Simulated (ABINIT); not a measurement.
Here is an ABINIT 10.8.3 (patched build) calculation.

File run.abi:

```
# Pseudopotentials
pp_dirpath "./"
pseudos "W.LDA_PW-JTH.xml, S.LDA_PW-JTH.xml"

# Structure
acell 6.0159740246 6.0159740245 32.0319498662
rprim
     1.0000000000     0.0000000000     0.0000000000
    -0.5000000000     0.8660254038     0.0000000000
     0.0000000000     0.0000000000     1.0000000000
ntypat 2
znucl 74 16
natom 3
typat 1 2 2
xred
     0.0000000000     0.0000000000     0.0000000000
     0.3333333333     0.6666666667     0.0920005100
     0.3333333333     0.6666666667     0.9079994900

# Plane-wave basis
ecut 20.0
pawecutdg 40.0

# k points
kptopt 1
ngkpt 8 8 2
nshiftk 1
shiftk 0.0 0.0 0.0

# Exchange and correlation
ixc 7

# Bands and occupations
nband 17
occopt 3
tsmear 0.00183747

# SCF cycle
nstep 100
tolvrs 1.0e-9

# Output
iomode 3
prtwf 0
prtden 0
prteig 0
prtebands 0
prtvol 2
```

Potentials or basis: JTH PAW LDA v2.0.

Launch:

```sh
$ abinit run.abi > log 2>&1
```

**Question.** Predict the band gap on the k mesh.

**Answer.** 2.05 eV, indirect (least direct gap 2.24 eV).

**Question.** What does it give for the largest force?

**Answer.** 0.408 eV/Å.

Forces in eV/Å, atoms in the order of the input:
```
W    0.000  0.000  0.000
S    0.000  0.000 -0.408
S    0.000  0.000  0.408
```

Caveat: spin-orbit coupling is left out, which moves the levels of the heavy elements.
